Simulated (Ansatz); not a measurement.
Take a crystal in which Se has been replaced by O on all its sites, with the cell rescaled by a rough guess (in some cases also distorted within its space group) and nothing relaxed:

```xyz
2
Lattice="0.0000 2.7451 2.7451 2.7451 0.0000 2.7451 2.7451 2.7451 0.0000" Properties=species:S:1:pos:R:3 pbc="T T T"
Ca    0.0000    0.0000    0.0000
O     2.7451    2.7451    2.7451
```

Level of theory: DFT PBE, scalar-relativistic, plane waves, PAW in Ansatz.

Settings: cutoff 420 eV, Γ-centred mesh 8×8×8 on the computed 2-atom cell, Gaussian smearing of 0.02 eV; no spin polarisation.

What pressure does the cell carry?

The pressure is -17.7 GPa (positive in compression), so the cell would contract.

Is it a metal on this mesh?

No: the gap is 2.18 eV, the least direct gap 2.18 eV.

What is its energy against the elements in their standard states?

-2.436 eV/atom at this unrelaxed geometry, with the elements in the same functional.